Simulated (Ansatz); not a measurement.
**Two Ansatz runs on Na₂S**

The cell is COD entry 1011374, as deposited and not checked against the literature; nothing was relaxed.

First run: DFT, LDA, PAW with Ansatz's default frozen-core files, scalar-relativistic (Ansatz 0.2.0).

Command: `ansatz run input.yaml --threads 1 --pin off --max-ram 4096MiB --backend cpu --events-out ev --progress --plain --runs-dir out` The run took 3.1 s on 1 thread of Intel(R) Xeon(R) Processor @ 2.70GHz, with other jobs on the host, peak memory 0.36 GiB.

```yaml
crystal:
  lattice:
    - [0.0, 3.263, 3.263]
    - [3.263, 0.0, 3.263]
    - [3.263, 3.263, 0.0]
  atoms:
    - { symbol: Na, position: [0.25, 0.25, 0.25] }
    - { symbol: Na, position: [0.75, 0.75, 0.75] }
    - { symbol: S, position: [0.0, 0.0, 0.0] }
kpoints:
  mp_grid: { grid: [8, 8, 8] }
  band_path:
    path:
      - [0.0, 0.0, 0.0]
      - [0.5, 0.0, 0.5]
      - [0.625, 0.25, 0.625]
      - [0.375, 0.375, 0.75]
      - [0.0, 0.0, 0.0]
      - [0.5, 0.5, 0.5]
      - [0.5, 0.25, 0.75]
      - [0.5, 0.0, 0.5]
    npoints: 5
scf:
  occupations: { method: fermi_dirac, width: 0.02 }
hamiltonian:
  xc: lda
  pseudopotentials: { kind: paw }
output:
  forces: true
  stress: true
  eigenvalues: true
  efg: { contact_densities: true }
```

Result: converged; pressure -1.92 GPa; gap on the k mesh 2.27 eV; 6 SCF iterations.

The input is then changed:

```diff
@@ -23,4 +23,5 @@
 scf:
   occupations: { method: fermi_dirac, width: 0.02 }
+  mixing: { algorithm: msr1, beta: 0.05 }
 hamiltonian:
   xc: lda
@@ -31,3 +32,7 @@
   eigenvalues: true
   efg: { contact_densities: true }
+  write_density: true
+  write_potential: true
+  elf: true
+  volumetric_format: npy
```

Q: Predict the outcome of the changed run.

A: It converged; energy at zero smearing 0.0 meV/atom from the first run; pressure -1.92 GPa; gap on the k mesh 2.27 eV; 9 SCF iterations.

The results part of its log:

```
SCF 1 converged in 9 iterations: F = -3806.046124 eV  dr2 = 7.01e-11
  greatest PAW one-centre occupation: 0.999 electrons in one spin orbital (limit 2), on the Na atom at site 1 (counted from 0), in its partial waves of l = 0
NSCF: frozen V_eff on 36 k-points
SCF converged after 9 iterations
Free energy (F): -3806.046124 eV
Harris-Foulkes:  -3806.046124 eV  (|F-HF|=4.00e-11)
Internal energy: -3806.046124 eV  (E = F + TS)
E sigma→0 (E₀):  -3806.046124 eV
Fermi energy:    2.980498 eV
--- Per-component energies (eV) ---
  E_band       = -445.266394
  E_kinetic    = 349.153307
  E_local      = -2816.042364  (includes V_loc(G=0)·N_el)
  E_nonlocal   = 262.648103
  E_hartree    = 1016.447652
  E_xc         = -173.259476
  E_vxc        = -187.959275  (∫ρ·V_xc dr)
  E_paw        = -1058.025353  (= ΣΔE_a)
  E_vpaw       = -85.961388  (= ΣTr[D̂ρ^β])
  E_aug_tail   = -0.000011  (compensation charges beyond the density's cutoff)
  E_ewald      = -1387.402960
  E_core_change = 0.434978  (= ΣΔE_core)
  E_smearing   = -0.000000  (= −TS)
  E_closure    = -0.000000  (closes the sum)
  Σ components = -3806.046124   (vs F -3806.046124, Δ=0.00e0)
--- Forces (eV/Å), atoms counted from 1 ---
  atom   1  Na     0.00000000     0.00000000    -0.00000000
  atom   2  Na     0.00000000     0.00000000    -0.00000000
  atom   3  S     -0.00000000     0.00000000     0.00000000
  max |Σ_I F_I| component: 1.39e-17 eV/Å
--- Stress (GPa, compression-positive) ---
       -1.918658       0.000000       0.000000
       -0.000000      -1.918658      -0.000000
       -0.000000       0.000000      -1.918658
  P = ⅓ Tr σ = -1.9187 GPa (-19.187 kbar)
--- PAW observables at the nuclei: V_zz in 10²¹ V/m², potentials from the cell's mean, atoms counted from 1 ---
  atom   1  Na V_zz =    +0.000000   η = 0.0000   by run symmetry: forbidden
            electrostatic potential = -974.115176 V   contact ρ = 5837.474839 e/Å³
  atom   2  Na V_zz =    +0.000000   η = 0.0000   by run symmetry: forbidden
            electrostatic potential = -974.115176 V   contact ρ = 5837.474839 e/Å³
  atom   3  S  V_zz =    +0.000000   η = 0.0000   by run symmetry: forbidden
            electrostatic potential = -1629.708547 V   contact ρ = 19601.525053 e/Å³
--- Band table (eV; the first three rows and the last of 29) ---
  k-point 0: bands = ["-47.8613", "-47.8481", "-20.3985", "-20.3985", "-20.3985", "-20.3414", "-20.3414", "-20.3414", "-8.2987", "1.8201", "1.8201", "1.8201", "4.0866", "9.3576", "9.3576", "9.3576"]
  k-point 1: bands = ["-47.8608", "-47.8486", "-20.3971", "-20.3965", "-20.3965", "-20.3448", "-20.3438", "-20.3438", "-8.2628", "1.4184", "1.7987", "1.7987", "4.5883", "9.1328", "9.4534", "9.4534"]
  k-point 2: bands = ["-47.8593", "-47.8500", "-20.3930", "-20.3906", "-20.3906", "-20.3535", "-20.3503", "-20.3503", "-8.1740", "0.7610", "1.7487", "1.7487", "5.4744", "8.6781", "9.2890", "9.2890"]
  k-point 28: bands = ["-47.8546", "-47.8546", "-20.4210", "-20.4155", "-20.3722", "-20.3722", "-20.3307", "-20.3300", "-7.9618", "0.7525", "0.7525", "1.2069", "6.4661", "8.8558", "8.8558", "8.8998"]
```
